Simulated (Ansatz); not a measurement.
# CdO (Monteponite): relaxation of cell and atoms with RPBE+D4

CdO (Monteponite):

```xyz
2
Lattice="0.0000 2.3495 2.3495 2.3495 0.0000 2.3495 2.3495 2.3495 0.0000" Properties=species:S:1:pos:R:3 pbc="T T T"
Cd    0.0000    0.0000    0.0000
O     2.3495    2.3495    2.3495
```

| Item | Value |
| --- | --- |
| Program | Ansatz 0.2.0 |
| Task | relaxation of cell and atoms |
| Functional | RPBE |
| Dispersion | D4 |
| Potentials or basis | Ansatz PAW |
| Cutoff | 420 eV (not typed: the program's choice for these potentials) |
| k mesh | 10 × 10 × 10 |
| Occupations | fermi-dirac, width 0.05 eV |
| Spin | no spin polarisation |

* Relaxed volume: 13.29 Å³/atom
* Relaxed cell: a = 3.350 Å, b = 3.350 Å, c = 3.350 Å, α = 60.00°, β = 60.00°, γ = 60.00°
* Space group after relaxing (to 0.05 Å): Fm-3m (No. 225)
* Energy gained by relaxing: 3.3 meV/atom
* Ionic steps: 6
* Pressure after relaxing: 0.0 GPa
* Band gap on the k mesh: none (metal or under the smearing width)

Step by step:
```
step  energy change (eV)  largest force (eV/Å)  volume (Å³)
   1              0.0000                0.0000        25.94
   2             -0.0042                0.0000        26.67
   3             -0.0047                0.0000        26.57
   4             -0.0066                0.0000        26.57
   5             -0.0066                0.0000        26.58
   6             -0.0066                0.0000        26.58
```

Final structure:
```
CELL_PARAMETERS angstrom
0.00000 2.36882 2.36882
2.36882 0.00000 2.36882
2.36882 2.36882 0.00000
ATOMIC_POSITIONS crystal
Cd 0.00000 0.00000 0.00000
O 0.50000 0.50000 0.50000
```

Levels at points of the mesh, in eV from the Fermi level:
```
             k point  band 10  band 11  band 12  band 13  band 14  band 15  band 16  band 17
  (0.00, 0.00, 0.00)    -6.57    -1.42    -1.42    -1.42    -0.54    14.44    16.77    16.77
 (0.00, 0.00, -0.50)    -6.34    -3.89    -0.17    -0.17     4.36     7.08    11.71    11.71
(0.00, -0.50, -0.50)    -5.94    -4.27    -2.34    -2.34     3.76     8.35    11.05    13.05
```

Run time: 5.3 s on 2 threads of Arm Neoverse V1, with other jobs on the host, peak memory 0.3 GiB.

Caveat: the plane-wave basis is chosen anew once the cell has moved, so the energies of steps on either side of that aren't comparable; the pressure holds a Pulay correction of +0.5 GPa for the finite cutoff; pairwise dispersion overbinds metals, which lowers pressure and volume; the PAW data sets come from PBE, with cores solved anew for the run's functional, which leaves a small shift of forces and pressure; this crystal is a semiconductor, whose small gap the functional closes, so the metal is an error of the method. Zero-point motion and thermal expansion aren't in these numbers.
